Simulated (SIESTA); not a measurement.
Crystal: TiSi.

```
Ti Si
1.0
     1.81618   -2.11762    0.00000
     1.81618    2.11762    0.00000
     0.00000    0.00000    3.80393
Ti Si
1 1
Direct
  0.50000 0.50000 0.00000
  0.00000 0.00000 0.50000
```

The cell comes from a database or a generator and needn't be the stable form of this composition.

Base run:

| Item | Value |
| --- | --- |
| Program | SIESTA 5.4.2 |
| Functional | PBEsol |
| Potentials or basis | PseudoDojo 0.4 standard (PBEsol files) |
| Basis | DZP (energy shift 0.003 Ry; two zetas on semicore shells) |
| Grid cutoff | 800 Ry |
| Energy shift | 0.003 Ry |
| k mesh | 8 × 8 × 5 |
| Occupations | fermi-dirac, width 0.05 eV |
| Spin | no spin polarisation |
| Hubbard terms | Ti d U = 6 eV |

Its results: band gap on the k mesh none (metal or under the smearing width); pressure 11.6 GPa.

Question: The run is repeated on the same cell with these changes: hubbard terms from Ti d U = 6 eV to Ti d U = 2 eV. What comes out?

Answer: Band gap on the k mesh none (metal or under the smearing width); pressure 0.6 GPa.

Caveats: the basis of atomic orbitals isn't converged, which shifts pressures, moduli and gaps; U without spin polarisation on a metal has little footing; the U is typed as a test and isn't derived for this compound.

Not every run made on this cell is shown here.
